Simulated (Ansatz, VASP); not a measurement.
# NaH in VASP and in Ansatz

The input POSCAR:

```
NaH
1.0
    2.9551240000      0.0000000000      0.0000000000
    0.0000000000      2.9551240000      0.0000000000
    0.0000000000      0.0000000000      2.9551240000
Na H
1 1
Direct
    0.0000000000      0.0084598819      0.0000000000
    0.5000000000      0.5000000000      0.5000000000
```

Contents of INCAR.step1:

```
SYSTEM = NaH
  PREC = Accurate
  ENCUT = 520
  ISMEAR = 0
  SIGMA = 0.05
  LREAL = .FALSE.
  LASPH = .TRUE.
  NELM = 80
  NBANDS = 11
  GGA = PE
  ALGO = Normal
  EDIFF = 1E-4
  LWAVE = .TRUE.
  LCHARG = .FALSE.
```

Contents of INCAR.step2:

```
SYSTEM = NaH
  PREC = Accurate
  ENCUT = 520
  EDIFF = 1E-7
  ISMEAR = 0
  SIGMA = 0.05
  LREAL = .FALSE.
  LASPH = .TRUE.
  NELM = 80
  ALGO = Normal
  ISIF = 2
  LWAVE = .FALSE.
  LCHARG = .FALSE.
  METAGGA = R2SCAN
  LMIXTAU = .TRUE.
  NBANDS = 11
  ISTART = 1
```

KPOINTS

```
Automatic mesh
0
G
  10 10 10
  0 0 0
```

Input for Ansatz:

```yaml
crystal:
  lattice:
    - [2.955124, 0.0, 0.0]
    - [0.0, 2.955124, 0.0]
    - [0.0, 0.0, 2.955124]
  atoms:
    - { symbol: Na, position: [0.0, 0.0084598819, 0.0] }
    - { symbol: H, position: [0.5, 0.5, 0.5] }
basis:
  ecutwfc: 500
kpoints:
  mp_grid: { grid: [10, 10, 10] }
hamiltonian:
  xc: r2scan
scf:
  occupations: { method: gaussian, width: 0.05 }
output:
  forces: true
  stress: true
  eigenvalues: true
```

Change from the starting cell: all Na atoms moved +0.025 Å, as atom 1 along Cartesian [0 1 0].

Alike in both runs: task single point; functional r2SCAN; k mesh 10 × 10 × 10; occupations gaussian, width 0.05 eV; no spin polarisation.

```csv
,VASP,Ansatz
version,VASP 6.6.1,Ansatz 0.2.0
potentials or method,"VASP PAW PBE potentials, release 64 (Na_pv, H)","scalar-relativistic, plane waves, PAW"
plane-wave cutoff (eV),520,500
valence electrons in the cell,8,10
```

|  | VASP | Ansatz | Ansatz less VASP |
| --- | --- | --- | --- |
| gap on the k mesh at the Fermi level (eV) | 1.60 | 1.59 | -0.010 |
| least direct gap on the mesh (eV) | 5.10 | 5.09 | -0.005 |
| pressure (GPa) | -0.8 | -0.5 | +0.26 |
| largest component of the traceless stress (GPa) | 0.06 | 0.00 | -0.063 |
| rms of the force components (eV/Å) | 0.013 | 0.007 | -0.0060 |

Atom by atom the forces differ by 0.006 eV/Å (rms over components). The two sets of potentials don't hold the same shells in valence.

Caveats: the PAW data sets were made with another functional, which shifts forces and pressure a little (VASP). A k mesh can miss the band edges.
